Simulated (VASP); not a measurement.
# La (Im-3m) in VASP: density of states with r2SCAN

Aim: the density of states of La with r2SCAN.

Everything below comes from runs of VASP 6.6.1. Logs are shortened: lines on timing, memory, paths and dates and some standing lists are left out, and cuts for length are marked.

## Step 1: The structure

Symmetry: Im-3m, No. 229, cubic system. Conventional cell: a = 4.245 Å, b = 4.245 Å, c = 4.245 Å, α = 90.00°, β = 90.00°, γ = 90.00°. La (site symmetry m-3m) has 8 La at 3.68 Å as nearest neighbours.

The cell was built by a generator and needn't be a form met in nature.

## Step 2: Density of states, r2SCAN

INCAR reads:

```
ALGO     = Normal         # electronic algorithm
EDIFF    = 1E-6           # SCF threshold, eV
ENCUT    = 520            # plane-wave cutoff, eV
ISIF     = 2              # what is computed and relaxed
ISMEAR   = -5             # smearing method
LASPH    = True           # aspherical terms in the spheres
LCHARG   = False          # write CHGCAR
LMAXMIX  = 6              # l up to which the mixer works
LMIXTAU  = True         
LORBIT   = 10             # projections on sites
LREAL    = False          # projectors in reciprocal space
LWAVE    = False          # write WAVECAR
METAGGA  = R2SCAN         # meta-GGA
NBANDS   = 12             # bands
NEDOS    = 2001           # points of the DOS
NELM     = 100            # most SCF steps
PREC     = Accurate       # precision mode
SIGMA    = 0.05           # smearing width, eV
```

KPOINTS reads:

```
k-points
0
Gamma
  14 14 14
```

POSCAR reads:

```
La
1.0
   -2.1224783329      2.1224783329      2.1224783329
    2.1224783329     -2.1224783329      2.1224783329
    2.1224783329      2.1224783329     -2.1224783329
La
1
Direct
    0.0000000000      0.0000000000      0.0000000000
```

Potentials or basis: VASP PAW PBE potentials, release 64 (La).

On the command line:

```bash
$ cat potpaw_PBE.64/La/POTCAR > POTCAR
$ mpirun -np 1 vasp_std > vasp.out
```

OUTCAR:

```text
EDIFF = 1E-6
   ENCUT = 520
   ISIF = 2
   ISMEAR = -5
   LASPH = True
   LORBIT = 10
   LREAL = False
   METAGGA = R2SCAN
   NELM = 100
   PREC = Accurate

 ion  position               nearest neighbor table
   1  0.000  0.000  0.000-

  LATTYP: Found a body centered cubic cell.
 ALAT       =     4.2449566658

  Lattice vectors:

 A1 = (  -2.1224783329,   2.1224783329,   2.1224783329)
 A2 = (   2.1224783329,  -2.1224783329,   2.1224783329)
 A3 = (   2.1224783329,   2.1224783329,  -2.1224783329)

Analysis of symmetry for initial positions (statically):
=====================================================================
 Subroutine PRICEL returns:
 Original cell was already a primitive cell.

 Routine SETGRP: Setting up the symmetry group for a
 body centered cubic supercell.

 Subroutine GETGRP returns: Found 48 space group operations
 (whereof 48 operations were pure point group operations)
 out of a pool of 48 trial point group operations.

The static configuration has the point symmetry O_h .

Analysis of symmetry for dynamics (positions and initial velocities):
=====================================================================
 Subroutine PRICEL returns:
 Original cell was already a primitive cell.

 Routine SETGRP: Setting up the symmetry group for a
 body centered cubic supercell.

 Subroutine GETGRP returns: Found 48 space group operations
 (whereof 48 operations were pure point group operations)
 out of a pool of 48 trial point group operations.

The dynamic configuration has the point symmetry O_h .

 Subroutine INISYM returns: Found 48 space group operations
 (whereof 48 operations are pure point group operations),
 and found     1 'primitive' translations

----------------------------------------------------------------------------------------

                                     Primitive cell

  volume of cell :      38.2463

  direct lattice vectors                    reciprocal lattice vectors
    -2.122478333  2.122478333  2.122478333     0.000000000  0.235573665  0.235573665
     2.122478333 -2.122478333  2.122478333     0.235573665  0.000000000  0.235573665
     2.122478333  2.122478333 -2.122478333     0.235573665  0.235573665  0.000000000

  length of vectors
     3.676240311  3.676240311  3.676240311     0.333151472  0.333151472  0.333151472

  position of ions in fractional coordinates (direct lattice)
     0.000000000  0.000000000  0.000000000

  ion indices of the primitive-cell ions
   primitive index   ion index
                 1           1

----------------------------------------------------------------------------------------

 KPOINTS: k-points

Automatic generation of k-mesh.
 Grid dimensions read from file:
 generate k-points for:   14   14   14

 Generating k-lattice:

  Cartesian coordinates                     Fractional coordinates (reciprocal lattice)
     0.000000000  0.016826690  0.016826690     0.071428571  0.000000000  0.000000000
     0.016826690  0.000000000  0.016826690     0.000000000  0.071428571  0.000000000
     0.016826690  0.016826690  0.000000000     0.000000000  0.000000000  0.071428571

  Length of vectors
     0.023796534  0.023796534  0.023796534

  Shift w.r.t. Gamma in fractional coordinates (k-lattice)
     0.000000000  0.000000000  0.000000000

 TETIRR: Found   3105 inequivalent tetrahedra from    16464

 Subroutine IBZKPT returns following result:
 ===========================================

 Found    104 irreducible k-points:

 Following reciprocal coordinates:
            Coordinates               Weight
  0.000000  0.000000  0.000000      1.000000
  0.071429  0.000000  0.000000     12.000000
  0.142857  0.000000  0.000000     12.000000
  0.214286  0.000000  0.000000     12.000000
  0.285714  0.000000  0.000000     12.000000
  0.357143  0.000000  0.000000     12.000000
[... 16 lines left out ...]
  0.285714  0.285714  0.000000     24.000000
  0.357143  0.285714  0.000000     24.000000
 [... further k-points ...]
   k-points           NKPTS =    104   k-points in BZ     NKDIM =    104   number of bands    NBANDS=     12
   number of dos      NEDOS =   2001   number of ions     NIONS =      1
   total plane-waves  NPLWV =  21952
   dimension x,y,z NGX =    28 NGY =   28 NGZ =   28
   dimension x,y,z NGXF=    56 NGYF=   56 NGZF=   56
   ions per type =               1
   NGX,Y,Z   is equivalent  to a cutoff of  12.66, 12.66, 12.66 a.u.
   NGXF,Y,Z  is equivalent  to a cutoff of  25.32, 25.32, 25.32 a.u.
 SYSTEM =  unknown system
   PREC   = accura    normal or accurate (medium, high low for compatibility)
   ISTART =      0    job   : 0-new  1-cont  2-samecut
   ICHARG =      2    charge: 1-file 2-atom 10-const
   ISPIN  =      1    spin polarized calculation?
   LNONCOLLINEAR =      F non collinear calculations
   LSORBIT =      F    spin-orbit coupling
   LASPH  =      T    aspherical Exc in radial PAW
   ENCUT  =  520.0 eV  38.22 Ry    6.18 a.u.   6.84  6.84  6.84*2*pi/ulx,y,z
   NELM   =    100;   NELMIN=  2; NELMDL= -5     # of ELM steps
   EDIFF  = 0.1E-05   stopping-criterion for ELM
   LREAL  =      F    real-space projection
   EDIFFG = 0.1E-04   stopping-criterion for IOM
   NSW    =      0    number of steps for IOM
   IBRION =     -1    ionic relax: 0-MD 1-quasi-New 2-CG
   NFREE  =      0    steps in history (QN), initial steepest desc. (CG)
   ISIF   =      2    stress and relaxation
   ISYM   =      2    0-nonsym 1-usesym 2-fastsym
   POTIM  = 0.5000    time-step for ionic-motion
   TEBEG  =    0.0;   TEEND  =   0.0 temperature during run
   PSTRESS=    0.0 pullay stress
   NELECT =      11.0000    total number of electrons
   NUPDOWN=      -1.0000    fix difference up-down
   EMIN   =  10.00;   EMAX   =-10.00  energy-range for DOS
   EFERMI =   0.00;   METHOD = LEGACY
   ISMEAR =    -5;   SIGMA  =   0.05  broadening in eV -4-tet -1-fermi 0-gaus
   EFERMI_NEDOS =   21; number of points for ismear=-14 and -15
   IALGO  =     38    algorithm
   IMIX   =      4    mixing-type and parameters
     AMIX     =   0.40;   BMIX     =  1.00
     AMIX_MAG =   1.60;   BMIX_MAG =  1.00
  volume/ion in A,a.u.               =      38.25       258.10
  Fermi-wavevector in a.u.,A,eV,Ry     =   1.080627  2.042089 15.888266  1.167755
  Thomas-Fermi vector in A             =   2.216623
   LORBIT       =     10    0 simple, 1 ext, 2 COOP (PROOUT), +10 PAW based schemes
   METAGGA = R2SCAN    functional components
   LHFCALC =     F    Hartree Fock is set to
   AEXX    =    0.0000 exact exchange contribution
   IVDW    =     0    specifies the selected vdW correction
   LEPSILON=     F    determine dielectric tensor
   LRPA    =     F    only Hartree local field effects (RPA)
 non-spin polarized calculation
 Fermi weights with tetrahedron method with Bloechl corrections
  energy-cutoff  :      520.00
  volume of cell :       38.25
 maximum number of plane-waves:      1055
   NGX = 13   NGY = 13   NGZ = 13

 number of electron      10.9999999 magnetization

 Free energy of the ion-electron system (eV)
  ---------------------------------------------------
  ext. energy  EPLUGINS =         0.00000000
  ---------------------------------------------------
  free energy    TOTEN  =       -29.61958874 eV

  energy without entropy =      -29.61958874  energy(sigma->0) =      -29.61958874

 E-fermi :   7.7290     XC(G=0): -10.1014

 val. band max:        7.8355183704   @ k =   0.2143   0.2143   0.2143
 cond. band min:       7.6975643689   @ k =  -0.3571  -0.3571   0.0714
 fundamental gap:     -0.1379540015
 Fermi energy:         7.7290169747

 k-point     1 :       0.0000    0.0000    0.0000
  band No.  band energies     occupation
      1     -26.4561      2.00000
      2      -9.0140      2.00000
      3      -9.0140      2.00000
      4      -9.0140      2.00000
      5       4.3209      2.00000
      6       9.3874      0.00000
      7       9.3874      0.00000
      8       9.3874      0.00000
      9       9.4411      0.00000
     10       9.4411      0.00000
     11       9.4411      0.00000
     12      10.2054      0.00000

 k-point     2 :       0.0714    0.0000    0.0000
  band No.  band energies     occupation
      1     -26.4464      2.00000
      2      -9.0875      2.00000
      3      -9.0348      2.00000
      4      -9.0151      2.00000
      5       4.4844      2.00000
      6       9.1002      0.00000
      7       9.1050      0.00000
      8       9.4314      0.00000
      9       9.4546      0.00000
     10       9.6459      0.00000
     11       9.6561      0.00000
     12      10.2016      0.00000

 k-point     3 :       0.1429    0.0000    0.0000
  band No.  band energies     occupation
      1     -26.4191      2.00000
      2      -9.2878      2.00000
      3      -9.0923      2.00000
      4      -9.0183      2.00000
      5       4.9296      2.00000
      6       8.7180      0.00000
      7       8.7557      0.00000
      8       9.4095      0.00000
      9       9.5913      0.00000
     10       9.7931      0.00000
     11       9.8252      0.00000
     12      10.1467      0.00000
[... 286 lines left out ...]
 k-point    23 :       0.2857    0.2857    0.0000
  band No.  band energies     occupation
      1     -26.2374      2.00000
      2     -10.0754      2.00000
      3      -9.7280      2.00000
      4      -9.1750      2.00000
      5       6.9856      2.00000
      6       7.7101      1.41726
      7       8.4345     -0.00035
      8       9.6899      0.00000
      9       9.7181      0.00000
     10       9.9188      0.00000
     11      10.0730      0.00000
     12      10.1439      0.00000

 k-point    24 :       0.3571    0.2857    0.0000
  band No.  band energies     occupation
      1     -26.2310      2.00000
      2     -10.0270      2.00000
      3      -9.8257      2.00000
      4      -9.1815      2.00000
      5       7.0237      2.00000
      6       7.8602     -0.12682
      7       8.3068     -0.00065
      8       9.6927      0.00000
      9       9.7805      0.00000
     10       9.8763      0.00000
     11      10.1077      0.00000
     12      10.1098      0.00000

 [... further k-points ...]

------------------------ aborting loop because EDIFF is reached ----------------------------------------

  FORCE on cell =-STRESS in cart. coord.  units (eV):
  Direction    XX          YY          ZZ          XY          YZ          ZX
  --------------------------------------------------------------------------------------
  -------------------------------------------------------------------------------------
  Total        0.0245996      0.0245996      0.0245996     -0.0000000      0.0000000     -0.0000000
  in kB        1.0305022      1.0305022      1.0305022     -0.0000000      0.0000000     -0.0000000
  external PRESSURE =       1.0305022 kB  Pullay stress =       0.0000000 kB

 VOLUME and BASIS-vectors are now :
 -----------------------------------------------------------------------------
  energy-cutoff  :      520.00
  volume of cell :       38.25
      direct lattice vectors                 reciprocal lattice vectors
    -2.122478333  2.122478333  2.122478333     0.000000000  0.235573665  0.235573665
     2.122478333 -2.122478333  2.122478333     0.235573665  0.000000000  0.235573665
     2.122478333  2.122478333 -2.122478333     0.235573665  0.235573665  0.000000000

 POSITION                                       TOTAL-FORCE (eV/Angst)
 -----------------------------------------------------------------------------------
      0.00000      0.00000      0.00000         0.000000      0.000000      0.000000
 -----------------------------------------------------------------------------------
    total drift:                               -0.000000     -0.000000     -0.000000

  FREE ENERGIE OF THE ION-ELECTRON SYSTEM (eV)
  ---------------------------------------------------
  free  energy   TOTEN  =       -29.6195887373 eV

  energy  without entropy=      -29.6195887373  energy(sigma->0) =      -29.61958874

 total charge

# of ion       s       p       d       f       tot
--------------------------------------------------
    1        2.040   5.584   0.854   0.069   8.547
```

It took 3.9 min on 1 thread of Intel Xeon Platinum 8259CL at 2.50GHz (Skylake/Cascade Lake), shared host; peak memory 0.22 GiB.

Results:

```yaml
Free_energy: -29.6196 eV
Pressure: 0.1 GPa
Band_gap_on_the_k_mesh: none (metal or under the smearing width)
Valence_electrons_inside_the_program's_atomic_spheres: La 8.55
```

Levels at points of the mesh, in eV from the Fermi level:
```csv
k point,band 2,band 3,band 4,band 5,band 6,band 7,band 8,band 9
"(0.00, 0.00, 0.00)",-16.74,-16.74,-16.74,-3.41,1.66,1.66,1.66,1.71
"(0.50, 0.00, 0.00)",-18.06,-17.14,-16.77,-1.89,-0.09,1.67,1.70,2.09
"(0.50, 0.50, 0.50)",-17.61,-17.61,-17.61,-2.07,-2.07,1.90,2.04,2.04
```

States per cell in windows of 0.5 eV (zero at the Fermi level; states under -8 eV left out):
```csv
from (eV),total,La1_f,La1_d,La1_p,La1_s
-8.0,0.00,0.00,0.00,0.00,0.00
-7.5,0.00,0.00,0.00,0.00,0.00
-7.0,0.00,0.00,0.00,0.00,0.00
-6.5,0.00,0.00,0.00,0.00,0.00
-6.0,0.00,0.00,0.00,0.00,0.00
-5.5,0.00,0.00,0.00,0.00,0.00
-5.0,0.00,0.00,0.00,0.00,0.00
-4.5,0.00,0.00,0.00,0.00,0.00
-4.0,0.00,0.00,0.00,0.00,0.00
-3.5,0.01,0.00,0.00,0.00,0.00
-3.0,0.05,0.00,0.00,0.00,0.01
-2.5,0.08,0.00,0.00,0.00,0.01
-2.0,0.51,0.00,0.11,0.01,0.03
-1.5,0.90,0.01,0.25,0.02,0.04
-1.0,0.63,0.02,0.19,0.02,0.02
-0.5,0.85,0.04,0.32,0.03,0.00
0.0,0.96,0.07,0.37,0.02,0.00
0.5,1.36,0.22,0.41,0.06,0.01
1.0,0.75,0.29,0.15,0.02,0.00
1.5,2.34,1.74,0.21,0.01,0.00
2.0,7.75,7.12,0.16,0.02,0.00
2.5,0.04,0.04,0.00,0.00,0.00
3.0,0.00,0.00,0.00,0.00,0.00
3.5,0.00,0.00,0.00,0.00,0.00
```

Caveat: the PAW data sets were made with another functional, which shifts forces and pressure a little; tetrahedron occupations give inexact forces and stress in metals. Spin-orbit coupling is left out, which matters for the levels of La.
